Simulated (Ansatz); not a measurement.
# GaAs: the cell at several levels of theory

The task here is to estimate one member of a computed series from the others.

Program: Ansatz 0.2.0. PAW datasets, plane waves, zero pressure. Calculated at 0 K for a non-magnetic cell.

## Starting point

The symmetry is F-43m (No. 216, cubic); a = 5.654 Å in the conventional setting, 22.59 Å³ an atom. Near Ga stand 4 As at 2.45 Å; near As stand 4 Ga at 2.45 Å.

Coordinates:

```xyz
2
Lattice="0.0000 2.8268 2.8268 2.8268 0.0000 2.8268 2.8268 2.8268 0.0000" Properties=species:S:1:pos:R:3 pbc="T T T"
Ga    0.0000    0.0000    0.0000
As    1.4134    1.4134    1.4134
```

The first run:

File input.yaml:

```yaml
crystal:
  lattice:
    - [0.0, 2.82685, 2.82685]
    - [2.82685, 0.0, 2.82685]
    - [2.82685, 2.82685, 0.0]
  atoms:
    - { symbol: Ga, position: [0.0, 0.0, 0.0] }
    - { symbol: As, position: [0.25, 0.25, 0.25] }
kpoints:
  mp_grid: { grid: [8, 8, 8] }
hamiltonian:
  xc: pbe
scf:
  occupations: { method: fermi_dirac, width: 0.02 }
relax:
  f_tol: 0.005
  cell: {}
output:
  write_density: true
  write_potential: true
  elf: true
  volumetric_format: npy
```

Command:

```bash
> ansatz run input.yaml --threads 2 --pin off --max-ram 2211MiB --backend cpu --events-out ev --progress --plain --runs-dir out
```

Among the steps run: Relaxation with PBE; Relaxation with r2SCAN; Relaxing with PBEsol; LDA: cell and atoms; Relaxation with HSE06.

One table of the session follows, with a row left open; its other results are not shown here.

| level | a (Å) | volume (Å³/atom) |
| --- | --- | --- |
| PBE | 5.745 | 23.696 |
| r2SCAN | 5.666 | 22.739 |
| PBEsol | ? | ? |
| LDA | 5.603 | 21.984 |
| HSE06 | 5.682 | 22.936 |

Estimate the missing values for PBEsol.

**Answer.** a (Å): 5.657; volume (Å³/atom): 22.635. In the column «a (Å)» it lies between LDA (5.603) and r2SCAN (5.666).

What this shows: The first relaxation changed the volume by +4.9 % from the start. The volume runs from LDA (least) to PBE (most), a spread of 7.8 %, or 2.5 % in length if all axes shared it alike. A measured a is 5.65325 Å (298 K; a printed reference work, textbook); the misses are PBE +1.6 %, r2SCAN +0.2 %, PBEsol +0.1 %, LDA -0.9 %, HSE06 +0.5 %. The calculation is for a static lattice, without the thermal expansion and zero-point motion that a deposited cell holds. The meshes differ: PBE 8×8×8, r2SCAN 8×8×8, PBEsol 8×8×8, LDA 8×8×8, HSE06 6×6×6.

**Measured values.**

From a printed reference work, textbook, for a bulk crystal of GaAs at 298 K: lattice constant a 5.65325 ± 0.00002 Å.
